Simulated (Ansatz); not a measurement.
## GaSb: hydrostatic pressure series

All numbers below come from DFT PBE, scalar-relativistic, plane waves, PAW in Ansatz. (420 eV cutoff, 12×12×12 k-mesh, Gaussian smearing of 0.10 eV, no spin polarisation)

Starting point, cell and atoms relaxed:

```yaml
crystal:
  lattice:
    - [0.00000, 3.10774, 3.10774]
    - [3.10774, 0.00000, 3.10774]
    - [3.10774, 3.10774, 0.00000]
  atoms:
    - { symbol: Ga, position: [0.00000, 0.00000, 0.00000] }
    - { symbol: Sb, position: [0.75000, 0.75000, 0.75000] }
```

Cell and atoms are relaxed at each pressure within the symmetry of the start, at zero temperature, so transitions that lower the symmetry aren't seen. The k-mesh given is that at zero pressure and may differ at others. a, b and c are the lengths of the cell vectors above. Gaps are Kohn–Sham gaps over the whole zone.

Spin-orbit coupling is left out, which matters for the bands and energies of heavy elements.

| P (GPa) | V (Å³/atom) | V/V0 | a (Å) | b (Å) | c (Å) |
| --- | --- | --- | --- | --- | --- |
| -1 | 30.71 | 1.023 | 4.429 | 4.429 | 4.429 |
| 0 | 30.01 | 1.000 | 4.395 | 4.395 | 4.395 |
| 1 | 29.36 | 0.978 | 4.363 | 4.363 | 4.363 |
| 4 | 27.82 | 0.927 | 4.285 | 4.285 | 4.285 |
| 12 | 25.16 | 0.838 | 4.144 | 4.144 | 4.144 |
| 25 | 22.56 | 0.752 | 3.996 | 3.996 | 3.996 |
| 50 | 19.73 | 0.657 | 3.822 | 3.822 | 3.822 |
| 90 | 17.21 | 0.573 | 3.651 | 3.651 | 3.651 |

(1) What bulk modulus and pressure derivative fit these points?

(2) What does pressure do to the gap?

Answers

(1) A third-order Birch–Murnaghan fit gives B0 = 46 GPa and B0' = 4.4.

(2) The gaps are metal at -1 GPa, metal at 0 GPa, metal at 1 GPa, 0.24 eV at 4 GPa, 0.67 eV at 12 GPa, 0.43 eV at 25 GPa, 0.07 eV at 50 GPa, metal at 90 GPa.